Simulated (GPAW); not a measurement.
# AlFe3 (Fm-3m) in GPAW: convergence with basis set

Aim: find how far basis set must go before the results for AlFe3 settle, at LDA. This setting moves, with any that are tied to it; all else stays.

Program: GPAW 26.7.0. These are calculated values, not measurements. Logs are shortened: lines on timing, memory, paths and dates and some standing lists are left out, and cuts for length are marked. The log counts tension as positive stress, the text compression.

## Step 1: The crystal as given

The structure is cubic, space group Fm-3m (No. 225). Conventional cell: a = 5.774 Å, b = 5.774 Å, c = 5.774 Å, α = 90.00°, β = 90.00°, γ = 90.00°. Around Fe (site symmetry -43m) lie 4 Al at 2.50 Å and 4 Fe at 2.50 Å. Around Fe (site symmetry m-3m) lie 8 Fe at 2.50 Å. Al (site symmetry m-3m) has 8 Fe at 2.50 Å as nearest neighbours.

The cell comes from a database or a generator and needn't be the stable form of this composition.

## Step 2: With basis set lcao:sz(dzp)

File run.py:

```python
from ase import Atoms
from ase.dft.bandgap import bandgap
from ase.io import write
from gpaw import GPAW

atoms = Atoms(['Fe', 'Fe', 'Fe', 'Al'],
              cell=[[0.0, 2.8871421494, 2.8871421494],
                    [2.8871421494, 0.0, 2.8871421494],
                    [2.8871421494, 2.8871421494, 0.0]],
              scaled_positions=[[0.75, 0.75, 0.75],
                                [0.25, 0.25, 0.25],
                                [0.5, 0.5, 0.5],
                                [0.0, 0.0, 0.0]],
              pbc=True)
atoms.set_initial_magnetic_moments([3.0, 3.0, 3.0, 0.0])

calc = GPAW(mode='lcao',
            h=0.16,
            basis='sz(dzp)',
            xc='LDA',
            kpts={'size': (6, 6, 6), 'gamma': True},
            occupations={'name': 'fermi-dirac', 'width': 0.05},
            convergence={'density': 1e-05, 'energy': 1e-05},
            maxiter=100,
            txt='gpaw.txt')
atoms.calc = calc
energy = atoms.get_potential_energy()
forces = atoms.get_forces()
calc.write('gs.gpw')
write('result.traj', atoms)
print(f'Energy: {energy:.6f} eV')
print('Forces (eV/A):')
print(forces.round(4))
print('Moments:', calc.get_magnetic_moments().round(3))
print('Fermi level:', round(calc.get_fermi_level(), 4), 'eV')
print(f'Gap: {bandgap(calc)[0]:.4f} eV, direct: {bandgap(calc, direct=True)[0]:.4f} eV')
```

Potentials or basis: the program's PAW data sets (release 1.2.1) made for this functional, lcao:sz(dzp).

The run is started by

```
$ OMP_NUM_THREADS=1 python run.py
```

Wall time 72 s (1 thread of Arm Neoverse V2, shared host); peak memory 0.2 GiB.

Results:

```
Free energy            : -25.4597 eV
Band gap on the k mesh : none (metal or under the smearing width)
Net moment             : 6.36 μB per cell
Site moments           : Fe +1.97, +2.21; Al -0.05 μB
```

## Step 3: With basis set lcao:szp(dzp)

Edit run.py of step 2 so:

```diff
@@ -18,3 +18,3 @@
             h=0.16,
-            basis='sz(dzp)',
+            basis='szp(dzp)',
             xc='LDA',
```

Potentials or basis: the program's PAW data sets (release 1.2.1) made for this functional, lcao:szp(dzp).

The run is started by

```
$ OMP_NUM_THREADS=1 python run.py
```

It took 4.2 min on 1 thread of Arm Neoverse V2, shared host; peak memory 0.23 GiB.

Results:

```yaml
Free_energy: -31.9436 eV
Band_gap_on_the_k_mesh: none (metal or under the smearing width)
Net_moment: 5.45 μB per cell
Site_moments: Fe +1.62, +2.17; Al -0.07 μB
```

## Step 4: With basis set lcao:dz(dzp)

Edit run.py of step 3 so:

```diff
@@ -18,3 +18,3 @@
             h=0.16,
-            basis='szp(dzp)',
+            basis='dz(dzp)',
             xc='LDA',
```

Potentials or basis: the program's PAW data sets (release 1.2.1) made for this functional, lcao:dz(dzp).

The run is started by

```
$ OMP_NUM_THREADS=1 python run.py
```

It took 93 s on 1 thread of Arm Neoverse V2, shared host; peak memory 0.22 GiB.

Results:

| Item | Value |
| --- | --- |
| Free energy | -32.5529 eV |
| Band gap on the k mesh | none (metal or under the smearing width) |
| Net moment | 5.99 μB per cell |
| Site moments | Fe +1.81, +2.35; Al -0.05 μB |

## Step 5: With basis set lcao:dzp

Edit run.py of step 4 so:

```diff
@@ -18,3 +18,3 @@
             h=0.16,
-            basis='dz(dzp)',
+            basis='dzp',
             xc='LDA',
```

Potentials or basis: the program's PAW data sets (release 1.2.1) made for this functional, lcao:dzp.

The run is started by

```
$ OMP_NUM_THREADS=1 python run.py
```

Run time: 5.3 min. Hardware: 1 thread of Arm Neoverse V2, shared host; peak memory 0.26 GiB.

The run converged. Its results:

* Free energy: -34.1275 eV
* Band gap on the k mesh: none (metal or under the smearing width)
* Net moment: 5.95 μB per cell
* Site moments: Fe +1.83, +2.34; Al -0.06 μB

## Step 6: With basis set fd

Edit run.py of step 5 so:

```diff
@@ -16,5 +16,4 @@
 
-calc = GPAW(mode='lcao',
+calc = GPAW(mode='fd',
             h=0.16,
-            basis='dzp',
             xc='LDA',
@@ -22,2 +21,3 @@
             occupations={'name': 'fermi-dirac', 'width': 0.05},
+            nbands=30,
             convergence={'density': 1e-05, 'energy': 1e-05},
```

Potentials or basis: the program's PAW data sets (release 1.2.1) made for this functional, fd.

The run is started by

```
$ OMP_NUM_THREADS=1 python run.py
```

It took 3 min on 1 thread of Arm Neoverse V2, shared host; peak memory 0.35 GiB.

It converged, with:

* Free energy: -35.4888 eV
* Band gap on the k mesh: none (metal or under the smearing width)
* Net moment: 5.98 μB per cell
* Site moments: Fe +1.86, +2.38; Al -0.06 μB

## Step 7: With basis set pw

Edit run.py of step 6 so:

```diff
@@ -3,3 +3,4 @@
 from ase.io import write
-from gpaw import GPAW
+from ase.units import GPa
+from gpaw import GPAW, PW
 
@@ -16,4 +17,3 @@
 
-calc = GPAW(mode='fd',
-            h=0.16,
+calc = GPAW(mode=PW(600),
             xc='LDA',
@@ -28,2 +28,3 @@
 forces = atoms.get_forces()
+stress = atoms.get_stress()
 calc.write('gs.gpw')
@@ -33,2 +34,3 @@
 print(forces.round(4))
+print('Stress (GPa):', (stress / GPa).round(3))
 print('Moments:', calc.get_magnetic_moments().round(3))
```

Potentials or basis: the program's PAW data sets (release 1.2.1) made for this functional, pw.

The run is started by

```
$ OMP_NUM_THREADS=1 python run.py
```

gpaw.txt:

```text
__  _  _
 | _ |_)|_||  |
 |__||  | ||/\| - 26.7.0

Input parameters:
  mode=PW(ecut=600.0),
  convergence={'density': 1e-05, 'energy': 1e-05},
  kpts=MonkhorstPack(size=(6, 6, 6), gamma=True),
  maxiter=100,
  nbands=30,
  occupations=Occupations(name='fermi-dirac', width=0.05),
  xc=XC(name='LDA')

Diagonalizing LCAO Hamiltonian
Converting LCAO to pw mode

                    Fe

                Fe

           Fe

       Al

Atoms  # Å, Bohr magnetons
|   | symbol |        x |        y |        z |    initial magnetic moments |
|---|--------|----------|----------|----------|-----------------------------|
| 0 |     Fe | 4.330713 | 4.330713 | 4.330713 | ( 0.0000,  0.0000,  3.0000) |
| 1 |     Fe | 1.443571 | 1.443571 | 1.443571 | ( 0.0000,  0.0000,  3.0000) |
| 2 |     Fe | 2.887142 | 2.887142 | 2.887142 | ( 0.0000,  0.0000,  3.0000) |
| 3 |     Al | 0.000000 | 0.000000 | 0.000000 | ( 0.0000,  0.0000,  0.0000) |

Unit cell  # Å
| periodic |        x |        y |        z |  lengths |    angles |
|----------|----------|----------|----------|----------|-----------|
|      yes | 0.000000 | 2.887142 | 2.887142 | 4.083036 | 60.000000 |
|      yes | 2.887142 | 0.000000 | 2.887142 | 4.083036 | 60.000000 |
|      yes | 2.887142 | 2.887142 | 0.000000 | 4.083036 | 60.000000 |

Number of symmetries: 48
Symmetry operations  # r_c * U_cc + t_c -> r_c
|    | kind |            matrix            |
|----|------|------------------------------|
|  0 |  σ   |  1, 0, 0,  1, 0,-1,  1,-1, 0 |
|  1 |  C2  |  1, 0, 0,  1,-1, 0,  1, 0,-1 |
|  2 |  E   |  1, 0, 0,  0, 1, 0,  0, 0, 1 |
|  3 |  σ   |  1, 0, 0,  0, 0, 1,  0, 1, 0 |
|  4 |  C4  |  1, 0,-1,  1, 0, 0,  1,-1, 0 |
|  5 |  S6  |  1, 0,-1,  1,-1, 0,  1, 0, 0 |
|  6 |  σ   |  1, 0,-1,  0, 1,-1,  0, 0,-1 |
|  7 |  C3  |  1, 0,-1,  0, 0,-1,  0, 1,-1 |
|  8 |  S6  |  1,-1, 0,  1, 0, 0,  1, 0,-1 |
|  9 |  C4  |  1,-1, 0,  1, 0,-1,  1, 0, 0 |
| 10 |  C3  |  1,-1, 0,  0,-1, 1,  0,-1, 0 |
[... 185 lines left out ...]
|iter:  14| |  -35.176837c| -7.63c| -4.43 |  +5.9821|
|iter:  15| |  -35.176837c| -8.20c| -5.41c|  +5.9821|

Converged in 15 steps
Energy contributions relative to reference atoms: (reference = -110252.239419)

Energy contributions:
  Kinetic:          22.735560
  Coulomb:         -17.195795
  Zero:              0.108377
  External:          0.000000
  Xc:              -40.810958
  Entropy:          -0.028041
  Spinorbit:         0.000000
  ----------------------------
  Free energy:     -35.190858
  Extrapolated:    -35.176837

dipole moment: (-9.925833, -9.925833, -9.925833)  # |e|*Ang

Total magnetic moment: (0.000000, 0.000000, 5.982101)

Local magnetic moments
|        x |        y |         z |
|----------|----------|-----------|
| 0.000000 | 0.000000 |  1.855329 |  # Fe   0
| 0.000000 | 0.000000 |  1.855329 |  # Fe   1
| 0.000000 | 0.000000 |  2.371495 |  # Fe   2
| 0.000000 | 0.000000 | -0.058513 |  # Al   3

Fermi level: 9.111
Eigenvalues  # (at kpt = [0.000, 0.000, 0.000])
| band index |      eig [eV] | occ [0-1] |      eig [eV] | occ [0-1] |
|------------|---------------|-----------|---------------|-----------|
|          0 |        -0.430 |     1.000 |        -0.257 |     1.000 |
|        ... |               |           |               |           |
|          5 |         5.581 |     1.000 |         6.633 |     1.000 |
|          6 |         6.369 |     1.000 |         7.963 |     1.000 |
|          7 |         6.369 |     1.000 |         7.963 |     1.000 |
|          8 |         6.369 |     1.000 |         7.963 |     1.000 |
|          9 |         8.142 |     1.000 |         9.970 |     0.000 |
|         10 |         8.142 |     1.000 |         9.970 |     0.000 |
|         11 |         8.289 |     1.000 |         9.970 |     0.000 |
|         12 |         8.289 |     1.000 |        10.533 |     0.000 |
|         13 |         8.289 |     1.000 |        10.533 |     0.000 |
|         14 |         8.648 |     1.000 |        10.542 |     0.000 |
|         15 |         8.648 |     1.000 |        10.542 |     0.000 |
|         16 |        14.660 |     0.000 |        15.499 |     0.000 |
|         17 |        14.660 |     0.000 |        15.499 |     0.000 |
|         18 |        14.660 |     0.000 |        15.499 |     0.000 |
|         19 |        14.941 |     0.000 |        15.527 |     0.000 |
|        ... |               |           |               |           |
|         29 |        17.805 |     0.000 |        19.404 |     0.000 |

No gap
No difference between direct/indirect transitions

Forces  # eV/Ang
|       x |        y |       z |
|---------|----------|---------|
| 0.00000 | -0.00000 | 0.00000 |  # Fe   0
| 0.00000 |  0.00000 | 0.00000 |  # Fe   1
| 0.00000 |  0.00000 | 0.00000 |  # Fe   2
| 0.00000 | -0.00000 | 0.00000 |  # Al   3

Stress tensor  # eV/Ang^3
|        x |         y |         z |
|----------|-----------|-----------|
| 0.098955 |  0.000000 |  0.000000 |
| 0.000000 |  0.098955 | -0.000000 |
| 0.000000 | -0.000000 |  0.098955 |

# Writing to gs.gpw (mode='')
```

Wall time 41 s (1 thread of Arm Neoverse V2, shared host); peak memory 0.19 GiB.

What came out:

```
Free energy            : -35.1909 eV
Pressure               : -15.9 GPa
Band gap on the k mesh : none (metal or under the smearing width)
Net moment             : 5.98 μB per cell
Site moments           : Fe +1.86, +2.37; Al -0.06 μB
```

## Step 8: The series at a glance

| basis set | energy less the tightest run, at zero smearing (meV/atom) | largest site moment (μB) | SCF cycles | CPU time (s) | peak memory (GiB) |
| --- | --- | --- | --- | --- | --- |
| lcao:sz(dzp) | 2434.97 | 2.21 | 17 | 72 | 0.2 |
| lcao:szp(dzp) | 814.28 | 2.17 | 15 | 250 | 0.23 |
| lcao:dz(dzp) | 660.11 | 2.35 | 15 | 93 | 0.22 |
| lcao:dzp | 266.13 | 2.34 | 16 | 320 | 0.26 |
| fd | -74.49 | 2.38 | 24 | 180 | 0.35 |
| pw | 0.00 | 2.37 | 15 | 41 | 0.19 |

Against the tightest run, the largest site moment stays within 0.02 μB from fd on. Not settled before the last step: the energy (to 1 meV/atom). The tightest run that finished is the yardstick and may itself not be fully converged.

Caveats: so large a pressure means that the cell lies far from this level's equilibrium, or that cutoff or potentials fall short.
